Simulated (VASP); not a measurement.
A run of VASP 6.6.1 is set up as follows.

File INCAR:

```
PREC = Accurate
ENCUT = 520
EDIFF = 1E-7
ISMEAR = 0
SIGMA = 0.1
LREAL = False
LASPH = True
NELM = 120
ALGO = Normal
ISIF = 3
LWAVE = False
LCHARG = False
GGA = PE
IBRION = 2
NSW = 60
EDIFFG = -0.005
POTIM = 0.3
```

The input KPOINTS:

```
Automatic mesh
0
Gamma
  15 15 15
```

Contents of POSCAR:

```
K                                       
1.0
   -0.0000000000      3.2874877939      3.2874877939
    3.2874877939     -0.0000000000      3.2874877939
    3.2874877939      3.2874877939      0.0000000000
  K             
     1
Direct
     0.0000000000000000    0.0000000000000000    0.0000000000000000
```

Potentials or basis: VASP PAW PBE potentials, release 64 (K_sv).

Command:

```console
$ cat potpaw_PBE.64/K_sv/POTCAR > POTCAR
$ mpirun -np 1 vasp_std > vasp.out
```

(1) What does it give for the space group after relaxing (to 0.05 Å)?

(2) What does it give for the relaxed cell?

(3) Predict the band gap on the k mesh.

(4) Predict the relaxed volume.

## Answers

(1) Fm-3m (No. 225).

(2) a = 4.708 Å, b = 4.708 Å, c = 4.708 Å, α = 60.00°, β = 60.00°, γ = 60.00°.

(3) none (metal or under the smearing width).

(4) 73.78 Å³/atom.
